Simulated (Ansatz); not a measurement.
MgTe (wurtzite), relaxed with r2SCAN: the symmetry is P6_3mc (No. 186, hexagonal); a = 4.578 Å, c = 7.455 Å in the conventional setting, 33.82 Å³ an atom. Mg is surrounded by 4 Te at 2.80 Å; Te is surrounded by 4 Mg at 2.80 Å. One-shot G0W0@PBE in Ansatz 0.2.0 on a 6×6×2 mesh (contour deformation, no spin-orbit coupling), from a PBE gap of 2.462 eV over the mesh points (the G0W0 gap is direct on the mesh); the number N of bands summed and the screening cutoff rise together. The values are computed, spin-unpolarised, and not measurements.

```csv
N,cutoff (eV),1000/N,G0W0 gap (eV)
333,100,3.003,3.648
767,180,1.304,3.692
```

Q: Lay a straight line in 1000/N through these rows.

A: The slope is -0.0259 eV per unit of 1000/N and the intercept 3.726 eV.

Q: Predict the gap at N = 1465 (260 eV).

A: 3.726 + (-0.0259) × 0.683 = 3.708 eV; the run gives 3.712 eV, +0.004 eV from the line.

Q: With that run's result added, what limit do the last two rows suggest?

A: Their slope is (3.712 − 3.692)/(0.683 − 1.304) = -0.0322, which meets 1/N = 0 at 3.73 eV, against 3.726 eV from the first line. The slope steepens, so 1/N isn't yet asymptotic and the true limit probably lies higher still; the k mesh isn't extrapolated.

No spin-orbit coupling is included; it can move band edges with weight on the heavy atoms by tenths of an eV.
